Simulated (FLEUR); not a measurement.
# ZnS (F-43m) in FLEUR: further runs, part 2 of 2

FLEUR MaX-R8.1 (later development tree).

**4. Equation of state, PBEsol, 18.94 Å³/atom (volume scaled by 0.96)**

Changes to inp.xml since step 3:

```diff
@@ -24,3 +24,3 @@
       <xi:include xmlns:xi="http://www.w3.org/2001/XInclude" href="sym.xml"> </xi:include>
-      <bulkLattice scale="0.9795861087">
+      <bulkLattice scale="0.9864848297">
          <bravaisMatrix>
```

Run with:

```console
> inpgen -f crystal.txt -profile fastHighL
> # inp.xml edited to the form shown
> fleur_MPI
```

Run time: 3.1 min. Hardware: 1 thread of Arm Neoverse V1, shared host; peak memory 0.08 GiB.

It converged, with:

```
Free energy                                           : -59683.8960 eV
Band gap on the k mesh                                : 2.15 eV, direct
Valence electrons inside the program's atomic spheres : Zn 18.40; S 3.45 (radii Zn 2.11, S 1.86 bohr)
```

**5. Equation of state, PBEsol, 19.73 Å³/atom**

Changes to inp.xml since step 4:

```diff
@@ -24,3 +24,3 @@
       <xi:include xmlns:xi="http://www.w3.org/2001/XInclude" href="sym.xml"> </xi:include>
-      <bulkLattice scale="0.9864848297">
+      <bulkLattice scale="1.0000000000">
          <bravaisMatrix>
```

Run with:

```console
> inpgen -f crystal.txt -profile fastHighL
> # inp.xml edited to the form shown
> fleur_MPI
```

Run time: 3.4 min. Hardware: 1 thread of Arm Neoverse V1, shared host; peak memory 0.08 GiB.

The run converged. Its results:

```yaml
Free_energy: -59683.8917 eV
Band_gap_on_the_k_mesh: 1.98 eV, direct
Valence_electrons_inside_the_program's_atomic_spheres: Zn 18.36; S 3.42 (radii Zn 2.11, S 1.86 bohr)
```

**6. Equation of state, PBEsol, 20.52 Å³/atom (volume scaled by 1.04)**

Changes to inp.xml since step 5:

```diff
@@ -24,3 +24,3 @@
       <xi:include xmlns:xi="http://www.w3.org/2001/XInclude" href="sym.xml"> </xi:include>
-      <bulkLattice scale="1.0000000000">
+      <bulkLattice scale="1.0131594038">
          <bravaisMatrix>
```

Potentials or basis: all-electron, FLAPW.

Run with:

```console
> inpgen -f crystal.txt -profile fastHighL
> # inp.xml edited to the form shown
> fleur_MPI
```

Run time: 3.7 min. Hardware: 1 thread of Arm Neoverse V1, shared host; peak memory 0.08 GiB.

The run converged. Its results:

```
Free energy                                           : -59683.8596 eV
Band gap on the k mesh                                : 1.81 eV, direct
Valence electrons inside the program's atomic spheres : Zn 18.33; S 3.41 (radii Zn 2.11, S 1.86 bohr)
```

**7. Equation of state, PBEsol, 20.91 Å³/atom (volume scaled by 1.06)**

Changes to inp.xml since step 6:

```diff
@@ -24,3 +24,3 @@
       <xi:include xmlns:xi="http://www.w3.org/2001/XInclude" href="sym.xml"> </xi:include>
-      <bulkLattice scale="1.0131594038">
+      <bulkLattice scale="1.0196128224">
          <bravaisMatrix>
```

Run with:

```console
> inpgen -f crystal.txt -profile fastHighL
> # inp.xml edited to the form shown
> fleur_MPI
```

Wall time 3.7 min (1 thread of Arm Neoverse V1, shared host); peak memory 0.08 GiB.

The run converged. Its results:

- Free energy: -59683.8349 eV
- Band gap on the k mesh: 1.73 eV, direct
- Valence electrons inside the program's atomic spheres: Zn 18.32; S 3.40 (radii Zn 2.11, S 1.86 bohr)

**8. Equation of state, PBEsol**

This step only gathers the single runs of the series.

Results:

```
Equilibrium volume                      : 19.21 Å³/atom
Bulk modulus                            : 79 GPa
Pressure derivative of the bulk modulus : 4.5 (rough: it moves with the points fitted)
```

Energy against volume, from the lowest point:
| volume (Å³/atom) | energy (meV/atom) |
| --- | --- |
| 18.543 | 5.15 |
| 18.938 | 0.00 |
| 19.727 | 2.19 |
| 20.516 | 18.24 |
| 20.910 | 30.57 |

**9. Against experiment**

Step 2. Measured gap of ZnS: 3.85 eV (direct; 19 K; quoted in “Electronic, vibrational, and thermodynamic properties of ZnS (zincblende and rocksalt structure)”, 2009, arxiv:0911.5022). This calculation gives 1.98 eV (-1.87 eV). The value is that of PBEsol, without temperature or zero-point motion. Semilocal functionals fall short of measured gaps as a rule.

Step 8. A measured bulk modulus of ZnS is 76.9 GPa (quoted in “Electronic, vibrational, and thermodynamic properties of ZnS (zincblende and rocksalt structure)”, 2009, arxiv:0911.5022); the calculated 79 GPa misses it by +2.6 %. The fit is for a static lattice scaled at fixed shape and fixed fractional positions.
